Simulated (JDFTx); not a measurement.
The system is InAs.

```
In As
1.0
     0.00000    3.01800    3.01800
     3.01800    0.00000    3.01800
     3.01800    3.01800    0.00000
In As
1 1
Cartesian
  0.0000 0.0000 0.0000
  4.5270 4.5270 4.5270
```

Below is the output of JDFTx 1.7.0 (patched build) for this cell. Logs are shortened: lines on timing, memory, paths and dates and some standing lists are left out, and cuts for length are marked.

```text
*************** JDFTx 1.7.0 (patched build) ***************

Input parsed successfully to the following command list (including defaults):
[... the input with its defaults ...]

---------- Setting up symmetries ----------

Found 48 point-group symmetries of the bravais lattice
Found 24 space-group symmetries with basis
Applied RMS atom displacement 0 bohrs to make symmetries exact.

---------- Initializing the Grid ----------
R =
[            0      5.70319      5.70319  ]
[      5.70319            0      5.70319  ]
[      5.70319      5.70319            0  ]
unit cell volume = 371.009
G =
[  -0.550848   0.550848   0.550848  ]
[   0.550848  -0.550848   0.550848  ]
[   0.550848   0.550848  -0.550848  ]
Minimum fftbox size, Smin = [  68  68  68  ]
Chosen fftbox size, S = [  70  70  70  ]

---------- Initializing tighter grid for wavefunction operations ----------
R =
[            0      5.70319      5.70319  ]
[      5.70319            0      5.70319  ]
[      5.70319      5.70319            0  ]
unit cell volume = 371.009
G =
[  -0.550848   0.550848   0.550848  ]
[   0.550848  -0.550848   0.550848  ]
[   0.550848   0.550848  -0.550848  ]
Minimum fftbox size, Smin = [  48  48  48  ]
Chosen fftbox size, S = [  48  48  48  ]

---------- Exchange Correlation functional ----------
Initialized LibXC exchange-correlation functional 'high local exchange 2016'

---------- Setting up pseudopotentials ----------
Width of ionic core gaussian charges (only for fluid interactions / plotting) set to 0

Reading pseudopotential file 'pseudo/In.upf':
  'In' pseudopotential, 'PBE' functional
  Generated using ONCVPSP code by D. R. Hamann
  13 valence electrons, 3 orbitals, 6 projectors, 1001 radial grid points, with lMax = 2
    4D    l: 2   occupation: 10.0   eigenvalue: -0.684392
    5S    l: 0   occupation:  2.0   eigenvalue: -0.301765
    5P    l: 1   occupation:  1.0   eigenvalue: -0.092561
[... 57 lines left out ...]
	FillingsUpdate:  mu: +0.228796019  nElectrons: 28.000000
SCF: Cycle:  3   F: -158.658872348840902   dF: -2.596e-04   |Residual|: 1.616e-02   |deigs|: 8.500e-03
	FillingsUpdate:  mu: +0.231830815  nElectrons: 28.000000
SCF: Cycle:  4   F: -158.659071284336932   dF: -1.989e-04   |Residual|: 3.258e-03   |deigs|: 5.842e-03
	FillingsUpdate:  mu: +0.232520906  nElectrons: 28.000000
SCF: Cycle:  5   F: -158.659126350172869   dF: -5.507e-05   |Residual|: 2.778e-03   |deigs|: 1.068e-03
	FillingsUpdate:  mu: +0.233144821  nElectrons: 28.000000
SCF: Cycle:  6   F: -158.659156879152079   dF: -3.053e-05   |Residual|: 1.111e-03   |deigs|: 8.870e-04
	FillingsUpdate:  mu: +0.233452007  nElectrons: 28.000000
SCF: Cycle:  7   F: -158.659161879209250   dF: -5.000e-06   |Residual|: 4.206e-04   |deigs|: 5.850e-04
[... 9 lines left out ...]
SCF: Cycle: 12   F: -158.659163217571660   dF: -3.754e-08   |Residual|: 1.236e-05   |deigs|: 4.244e-05
	FillingsUpdate:  mu: +0.233496527  nElectrons: 28.000000
SCF: Cycle: 13   F: -158.659163234975864   dF: -1.740e-08   |Residual|: 6.641e-06   |deigs|: 3.503e-05
	FillingsUpdate:  mu: +0.233496714  nElectrons: 28.000000
SCF: Cycle: 14   F: -158.659163242480020   dF: -7.504e-09   |Residual|: 6.072e-06   |deigs|: 3.301e-05
	FillingsUpdate:  mu: +0.233497120  nElectrons: 28.000000
SCF: Cycle: 15   F: -158.659163246021706   dF: -3.542e-09   |Residual|: 2.259e-06   |deigs|: 2.707e-05
	FillingsUpdate:  mu: +0.233496605  nElectrons: 28.000000
SCF: Cycle: 16   F: -158.659163248086429   dF: -2.065e-09   |Residual|: 3.438e-06   |deigs|: 1.616e-05
	FillingsUpdate:  mu: +0.233496817  nElectrons: 28.000000
SCF: Cycle: 17   F: -158.659163249136355   dF: -1.050e-09   |Residual|: 2.751e-06   |deigs|: 1.392e-05
	FillingsUpdate:  mu: +0.233496860  nElectrons: 28.000000
SCF: Cycle: 18   F: -158.659163249649794   dF: -5.134e-10   |Residual|: 2.787e-06   |deigs|: 8.533e-06
	FillingsUpdate:  mu: +0.233496862  nElectrons: 28.000000
SCF: Cycle: 19   F: -158.659163249905333   dF: -2.555e-10   |Residual|: 3.114e-06   |deigs|: 9.190e-06
SCF: Converged (|Delta E|<1.000000e-09 for 2 iters).

Setting wave functions to eigenvectors of Hamiltonian
Converging empty states (this may take a while):
EmptyStates: None of the convergence criteria satisfied.
|deigs|: 8.442e-05

# Stress tensor in Cartesian coordinates [Eh/a0^3]:
[  9.66432e-05            0            0  ]
[            0  9.66432e-05            0  ]
[            0            0  9.66432e-05  ]

# Ionic positions in lattice coordinates:
ion In   0.000000000000000   0.000000000000000   0.000000000000000 1
ion As   0.750000000000000   0.750000000000000   0.750000000000000 1

# Forces in Cartesian coordinates:
force In   0.000000000000000  -0.000000000000000   0.000000000000000 1
force As  -0.000000000000000   0.000000000000000   0.000000000000000 1

# Energy components:
   Eewald =      -92.8949152033454908
       EH =       54.9408350352414203
     Eloc =     -142.9438761622125185
      Enl =      -69.8257958538284100
      Exc =      -55.7574260002276247
 Exc_core =       25.1016749537505035
       KE =      122.7203427722278803
-------------------------------------
     Etot =     -158.6591604583942399
       TS =        0.0000027915111007
-------------------------------------
        F =     -158.6591632499053333

IonicMinimize: Iter:   0  F: -158.659163249905333  |grad|_K:        nan
IonicMinimize: None of the convergence criteria satisfied after 0 iterations.

#--- Lowdin population analysis ---
# oxidation-state In +0.462
# oxidation-state As -0.386

Dumping 'run.eigStats' ...
	eMin: -1.236290 at state 20 ( [ +0.000000 +0.500000 +0.500000 ] spin 0 )
	HOMO: +0.224978 at state 0 ( [ +0.000000 +0.000000 +0.000000 ] spin 0 )
	mu  : +0.233497
	LUMO: +0.239513 at state 0 ( [ +0.000000 +0.000000 +0.000000 ] spin 0 )
	eMax: +0.742264 at state 17 ( [ +0.000000 +0.375000 +0.375000 ] spin 0 )
	HOMO-LUMO gap: +0.014536
	Optical gap  : +0.014536 at state 0 ( [ +0.000000 +0.000000 +0.000000 ] spin 0 )
WARNING: the last solve of the electrons (or of bands or displaced states from it) ended unconverged.
Done!
```

**Question.** Write the input and the command behind it.

**Answer.** Single point with HLE16, no spin polarisation. The files as run (others can give the same):

InAs.in
```
include InAs.lattice
coords-type Lattice
include InAs.ionpos

ion-species pseudo/In.upf
ion-species pseudo/As.upf
elec-cutoff 42 336
elec-ex-corr gga-hle16
kpoint-folding 8 8 8
elec-smearing Fermi 0.0018374661
elec-n-bands 21
electronic-SCF nIterations 100 energyDiffThreshold 1e-09
electronic-minimize nIterations 30 energyDiffThreshold 1e-7
converge-empty-states yes
forces-output-coords Cartesian

dump-name run.$VAR
dump End Ecomponents EigStats BandEigs Kpoints Forces Stress ElecDensity Dtot KEdensity
```

InAs.lattice
```
lattice \
    0.0000000000     5.7031934441     5.7031934441 \
    5.7031934441     0.0000000000     5.7031934441 \
    5.7031934441     5.7031934441     0.0000000000
```

InAs.ionpos
```
ion In     0.0000000000     0.0000000000     0.0000000000 1
ion As     0.7500000000     0.7500000000     0.7500000000 1
```

Potentials or basis: PseudoDojo-SR-PBE-0.5-standard.
Launch:
```bash
$ jdftx -c 1 -i InAs.in -o InAs.out
```

Caveat: the potentials were made for a functional far from this one; the empty levels aren't tightly converged; spin-orbit coupling is left out, which moves the levels of the heavy elements.
